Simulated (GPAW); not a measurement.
# Hf (P-1) in GPAW: band structure with BLYP

Aim: the band structure of Hf with BLYP.

Everything below comes from runs of GPAW 26.7.0. Logs are shortened: lines on timing, memory, paths and dates and some standing lists are left out, and cuts for length are marked. The log counts tension as positive stress, the text compression.

### 1 The cell of the first run

The typed cell holds 1 atom: a = 3.194 Å, b = 3.108 Å, c = 3.080 Å, α = 108.44°, β = 109.52°, γ = 110.49°.

This isn't the form of Hf at room conditions, which is hcp.

### 2 Band structure, BLYP, spin-orbit coupling, no magnetisation (cell strained at random at fixed volume)

Contents of run.py:

```python
import numpy as np
from ase.dft.bandgap import bandgap
from ase.io import read, write
from ase.units import GPa
from gpaw import GPAW, PW, setup_paths
from gpaw.spinorbit import soc_eigenstates

setup_paths.insert(0, '.')

atoms = read('Hf.xyz')

calc = GPAW(mode=PW(600),
            xc='BLYP',
            kpts={'size': (7, 7, 7), 'gamma': True},
            occupations={'name': 'fermi-dirac', 'width': 0.1},
            nbands=14,
            convergence={'density': 1e-05, 'energy': 1e-05},
            eigensolver='davidson',
            maxiter=150,
            txt='gpaw.txt')
atoms.calc = calc
energy = atoms.get_potential_energy()
forces = atoms.get_forces()
stress = atoms.get_stress()
calc.write('gs.gpw')
write('result.traj', atoms)
print(f'Energy: {energy:.6f} eV')
print('Forces (eV/A):')
print(forces.round(4))
print('Stress (GPa):', (stress / GPa).round(3))
print('Fermi level:', round(calc.get_fermi_level(), 4), 'eV')
print(f'Gap: {bandgap(calc)[0]:.4f} eV, direct: {bandgap(calc, direct=True)[0]:.4f} eV')

path = atoms.cell.bandpath('XGY,LGZ,NGM,RG', npoints=80, eps=1e-4)
bs_calc = calc.fixed_density(kpts=path, symmetry='off', nbands=22,
                             convergence={'bands': 'CBM+6.0', 'eigenstates': 1e-6}, txt='bands.txt')
bs = bs_calc.band_structure()
bs.write('bs.json')
print(f'Gap on the path: {bandgap(bs_calc)[0]:.4f} eV')

soc = soc_eigenstates(bs_calc, theta=0, phi=0)
np.savetxt('soc_bands.dat', soc.eigenvalues(), fmt='%.4f')
mesh = soc_eigenstates('gs.gpw', theta=0, phi=0)
np.savetxt('soc_mesh.dat', mesh.eigenvalues(), fmt='%.4f')
print('Fermi level with spin-orbit coupling:', round(mesh.fermi_level, 4), 'eV')
```

Contents of Hf.xyz:

```xyz
1
Lattice="-1.8385930000 1.8598650000 1.8337790000 1.8210430000 -1.8028630000 1.7592260000 1.7966730000 1.7609430000 -1.7767760000" Properties=species:S:1:pos:R:3 pbc="T T T"
Hf    -0.0234876193     -0.0032289865      0.0174408386
```

Potentials or basis: PAW data sets generated in the run's folder for this functional, pw.

Run with:

```console
> gpaw-setup -f BLYP Hf
> OMP_NUM_THREADS=1 python run.py
```

gpaw.txt:

```text
__  _  _
 | _ |_)|_||  |
 |__||  | ||/\| - 26.7.0

Input parameters:
  mode=PW(ecut=600.0),
  convergence={'density': 1e-05, 'energy': 1e-05},
  eigensolver=Davidson(niter=2),
  kpts=MonkhorstPack(size=(7, 7, 7), gamma=True),
  maxiter=150,
  nbands=14,
  occupations=Occupations(name='fermi-dirac', width=0.1),
  xc=XC(name='BLYP')

Diagonalizing LCAO Hamiltonian
Converting LCAO to pw mode

       Hf

Atoms  # Å, Bohr magnetons
|   | symbol |         x |         y |        z |    initial magnetic moments |
|---|--------|-----------|-----------|----------|-----------------------------|
| 0 |     Hf | -0.023488 | -0.003229 | 0.017441 | ( 0.0000,  0.0000,  0.0000) |

Unit cell  # Å
| periodic |         x |         y |         z |  lengths |     angles |
|----------|-----------|-----------|-----------|----------|------------|
|      yes | -1.838593 |  1.859865 |  1.833779 | 3.194099 | 108.443452 |
|      yes |  1.821043 | -1.802863 |  1.759226 | 3.108277 | 109.516091 |
|      yes |  1.796673 |  1.760943 | -1.776776 | 3.079917 | 110.489509 |

Number of symmetries: 1
Symmetry operations  # r_c * U_cc + t_c -> r_c
|   | kind |            matrix            |
|---|------|------------------------------|
| 0 |  E   |  1, 0, 0,  0, 1, 0,  0, 0, 1 |

BZ-sampling:
  Number of BZ points: 343
  Number of IBZ points: 172

  Monkhorst-Pack size: [7, 7, 7]
  Monkhorst-Pack shift: [0, 0, 0]

K-points  # in reciprocal-cell coordinates
|     |                                coordinates |     weight |
|-----|--------------------------------------------|------------|
|   0 | (  0.00000000,   0.00000000,   0.00000000) | 0.00291545 |
|   1 | (  0.00000000,   0.00000000,   0.14285714) | 0.00583090 |
|   2 | (  0.00000000,   0.00000000,   0.28571429) | 0.00583090 |
|   3 | (  0.00000000,   0.00000000,   0.42857143) | 0.00583090 |
|   4 | (  0.00000000,   0.14285714,  -0.42857143) | 0.00583090 |
|   5 | (  0.00000000,   0.14285714,  -0.28571429) | 0.00583090 |
|   6 | (  0.00000000,   0.14285714,  -0.14285714) | 0.00583090 |
|   7 | (  0.00000000,   0.14285714,   0.00000000) | 0.00583090 |
|   8 | (  0.00000000,   0.14285714,   0.14285714) | 0.00583090 |
|   9 | (  0.00000000,   0.14285714,   0.28571429) | 0.00583090 |
| ... |                                            |            |
| 171 | (  0.42857143,   0.42857143,   0.42857143) | 0.00583090 |

Plane wave coefficients: 797
Cutoff: 600.0 eV

Spin-components: 1 (collinear spins)
Bands:           14
Projectors:      6
Spin-degeneracy: 2
Datatype:        complex128

Parallelization:
  kpt:    1
  domain: 1
  band:   1

Density:
  Valence electrons: 12.0
  Components: 1
  Grid points: [20 18 18]
  Charge: 0.0  # |e|

Potential:
  Grid points: [20 18 18]

species:
  Hf:
    name:    Hafnium
    Z:       72.0
    valence: 12
    core:    60
    charge:  0.0  # [|e|]
    compensation charges:
      type: gauss
      rc: 0.41  # [Å]
      lmax: 2
    cutoffs:
      filter: 2.36  # [Å]
      core: 4.02  # [Å]
    projectors
    | kind |    occ | energy [eV] | rcut [Å] |
    |------|--------|-------------|----------|
    |   5s |  2.000 |     -66.622 |    1.397 |
    |   6s |  2.000 |      -4.964 |    1.397 |
    |   5p |  6.000 |     -35.387 |    1.307 |
    |   6p |  0.000 |      -1.288 |    1.307 |
    |   5d |  2.000 |      -2.565 |    1.334 |
    |    d |        |      24.646 |    1.334 |

    Using partial waves for Hf as LCAO basis

Reference energy: -409911.063760  # eV

eigensolver:
  Davidson
  Converge bands: occupied
  niter=2

density mixing:
  MSR1-Mixer
  Pratt-step length: 0.05
  Maximum mixing coefficient: 0.75
  Old densities: 10
  SVD Regularization: 0.005
  Good broyden scale: 1.0
  Trust region scale: 1.0
  Backstep threshold: 4.0
  History deletion threshold: 6.0
  Fourier metric: weight=20.0, sigma=0.015

occupation numbers:
  Fermi-Dirac:
    width: 0.1000  # eV

poisson solver:
  ecut: 4800.0  # eV

xc functional:
  name: BLYP with 2 nearest neighbor stencil

convergence criteria:
- Maximum integral of absolute [dens]ity change: 1e-05 electrons / valence electron
- Maximum [total energy] change in last 3 cyles: 1e-05 eV / valence electron
- Maximum integral of absolute [eigenst]ate change: 4e-08 eV^2 / valence electron
maximum number of iterations: 150

SCF iterations
|iter     | |      energy | eigst |  dens |
|---------|-|-------------|-------|-------|
|iter:   1| |   -6.050385 | -0.24 |       |
|iter:   2| |   -6.044680 | -1.91 | -1.39 |
|iter:   3| |   -6.006124 | -1.80 | -1.42 |
|iter:   4| |   -6.008847 | -3.66 | -1.94 |
|iter:   5| |   -6.010865 | -3.85 | -2.20 |
|iter:   6| |   -6.010864 | -5.18 | -3.36 |
|iter:   7| |   -6.010876c| -6.19 | -3.75 |
|iter:   8| |   -6.010876c| -7.83c| -5.02c|

Converged in 8 steps
Energy contributions relative to reference atoms: (reference = -409911.063760)

Energy contributions:
  Kinetic:           4.797730
  Coulomb:          -4.602132
  Zero:             -0.496736
  External:          0.000000
  Xc:               -5.673239
  Entropy:          -0.072999
  Spinorbit:         0.000000
  ----------------------------
  Free energy:      -6.047375
  Extrapolated:     -6.010876

dipole moment: (19.629138, -6.953652, -6.565317)  # |e|*Ang

Fermi level: 9.534
Eigenvalues  # (at kpt = [0.000, 0.000, 0.000])
| band index |      eig [eV] | occ [0-2] |
|------------|---------------|-----------|
|          0 |       -52.100 |     2.000 |
|          1 |       -20.655 |     2.000 |
|          2 |       -20.618 |     2.000 |
|          3 |       -20.597 |     2.000 |
|          4 |         2.798 |     2.000 |
|          5 |        10.657 |     0.000 |
|          6 |        10.814 |     0.000 |
|          7 |        11.200 |     0.000 |
|          8 |        13.481 |     0.000 |
|          9 |        13.582 |     0.000 |
|         10 |        22.637 |     0.000 |
|         11 |        22.858 |     0.000 |
|         12 |        23.276 |     0.000 |
|         13 |        31.857 |     0.000 |

No gap
No difference between direct/indirect transitions

Forces  # eV/Ang
|        x |       y |       z |
|----------|---------|---------|
| -0.00000 | 0.00000 | 0.00000 |  # Hf   0

Stress tensor  # eV/Ang^3
|         x |         y |         z |
|-----------|-----------|-----------|
|  0.007562 | -0.006665 | -0.003072 |
| -0.006665 |  0.008562 |  0.008439 |
| -0.003072 |  0.008439 |  0.009066 |

# Writing to gs.gpw (mode='')
```

bands.txt:

```text
Diagonalizing LCAO Hamiltonian
Converting LCAO to pw mode
convergence criteria:
- Maximum integral of absolute [eigenst]ate change: 1e-06 eV^2 / valence electron
maximum number of iterations: 150

SCF iterations
|iter     | |      energy | eigst |  dens |
|---------|-|-------------|-------|-------|
|iter:   1| |             | +0.20 |       |
[... 86 lines left out ...]
         [ 0.        ,  0.        ,  0.31818182],
         [ 0.        ,  0.        ,  0.27272727],
         [ 0.        ,  0.        ,  0.22727273],
         [ 0.        ,  0.        ,  0.18181818],
         [ 0.        ,  0.        ,  0.13636364],
         [ 0.        ,  0.        ,  0.09090909],
         [ 0.        ,  0.        ,  0.04545455],
         [ 0.        ,  0.        ,  0.        ]])),
  maxiter=150,
  nbands=22,
  occupations=Occupations(name='fermi-dirac', width=0.1),
  symmetry=Symmetry(point_group=False, time_reversal=False),
  xc=XC(name='BLYP')
```

Wall time 42 s (1 thread of Arm Neoverse V1, shared host); peak memory 0.25 GiB.

What came out:

| Property | Result |
| --- | --- |
| Free energy | -6.0474 eV |
| Pressure | -1.3 GPa |
| Band gap along the path | none (metal or under the smearing width) |

Levels at the corners of the path, in eV from the Fermi level:
```tsv
point	band 6	band 7	band 8	band 9	band 10	band 11	band 12	band 13	band 14	band 15
X	-27.84	-27.29	-27.29	-3.22	-3.22	-0.56	-0.56	1.06	1.06	3.82
Γ	-27.19	-27.15	-27.15	-6.76	-6.76	1.03	1.03	1.21	1.21	1.70
Y	-27.82	-27.27	-27.27	-3.26	-3.26	-0.51	-0.51	0.94	0.94	3.80
L	-27.87	-27.33	-27.33	-3.15	-3.15	-0.49	-0.49	1.30	1.30	3.60
Γ	-27.19	-27.15	-27.15	-6.76	-6.76	1.03	1.03	1.21	1.21	1.70
Z	-27.85	-27.31	-27.31	-3.18	-3.18	-0.55	-0.55	1.17	1.17	3.74
N	-27.85	-27.79	-27.79	-2.39	-2.39	-2.38	-2.38	5.68	5.68	5.70
Γ	-27.19	-27.15	-27.15	-6.76	-6.76	1.03	1.03	1.21	1.21	1.70
M	-27.81	-27.27	-27.27	-3.27	-3.27	-0.60	-0.60	0.93	0.93	3.93
R	-27.86	-27.32	-27.32	-3.17	-3.17	-0.43	-0.43	1.21	1.21	3.56
Γ	-27.19	-27.15	-27.15	-6.76	-6.76	1.03	1.03	1.21	1.21	1.70
```

Caveat: spin-orbit coupling was added after a scalar SCF, so levels and gaps hold it while energy, forces, pressure and moments don't; this program's spin-orbit splittings come out too wide for heavy elements.
